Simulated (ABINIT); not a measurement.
A run of ABINIT 10.8.3 (patched build):

The input run.abi:

```
# Pseudopotentials
pp_dirpath "./"
pseudos "Cd.GGA_PBE-JTH.xml, O.GGA_PBE-JTH.xml"

# Structure
acell 6.2789831012 6.2789831012 6.2789831012
rprim
     0.0000000000     0.7071067812     0.7071067812
     0.7071067812     0.0000000000     0.7071067812
     0.7071067812     0.7071067812     0.0000000000
ntypat 2
znucl 48 8
natom 2
typat 1 2
xred
     0.0000000000     0.0000000000     0.0000000000
     0.5000000000     0.5000000000     0.5000000000

# Plane-wave basis
ecut 19.0
pawecutdg 38.0

# k points
kptopt 1
ngkpt 8 8 8
nshiftk 1
shiftk 0.0 0.0 0.0

# Exchange and correlation
ixc 11

# Bands and occupations
nband 13
occopt 3
tsmear 0.05 eV

# SCF cycle
nstep 100
tolvrs 1.0e-9

# Output
iomode 3
prtwf 0
prteig 0
prtebands 0
enunit 2
prtden 1
prtvha 1
prtvclmb 1
prtpot 1
```

Potentials or basis: JTH PAW PBE v2.0.

Command:

```bash
$ abinit run.abi > log 2>&1
```

Hardware: 1 thread of Arm Neoverse N1, with other jobs on the host.

Problem. How long does it take, and how much memory?

Solution. It took 18 s on 1 thread of Arm Neoverse N1, on a shared host, peak memory 0.11 GiB. Counts: scf iterations 11, mpi ranks 1, k points 29, bands 13, plane waves 702.
